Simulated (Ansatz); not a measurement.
Crystal: HfO2.

```
CELL_PARAMETERS angstrom
3.55802 0.00000 0.00000
0.00000 3.55802 0.00000
0.00000 0.00000 5.17186
ATOMIC_POSITIONS crystal
Hf 0.00000 0.00000 0.00000
Hf 0.50000 0.50000 0.50000
O 0.00000 0.50000 0.19721
O 0.50000 0.00000 0.30279
O 0.50000 0.00000 0.80279
O 0.00000 0.50000 0.69721
```

Measurements of this composition are mostly on another form, of space group No. 14.

Base run:

- Program: Ansatz 0.2.0
- Functional: PBE
- Potentials or basis: Ansatz PAW
- Cutoff: 420 eV (not typed: the program's choice for these potentials)
- k mesh: 6 × 6 × 4
- Occupations: fermi-dirac, width 0.05 eV
- Spin: spin-orbit coupling, no magnetisation

Its results: band gap on the k mesh 4.77 eV, indirect (least direct gap 4.84 eV); pressure 9.7 GPa; largest force 0.126 eV/Å.

**Question.** The run is repeated on the same cell with these changes: functional from PBE to PBEsol. What comes out?

**Answer.** Band gap on the k mesh 4.65 eV, indirect (least direct gap 4.71 eV); pressure 1.6 GPa; largest force 0.077 eV/Å.

PBEsol binds more tightly than PBE, so the same cell stands under less pressure.

Caveats: the PAW data sets come from PBE, with cores solved anew for the run's functional, which leaves a small shift of forces and pressure (some runs).
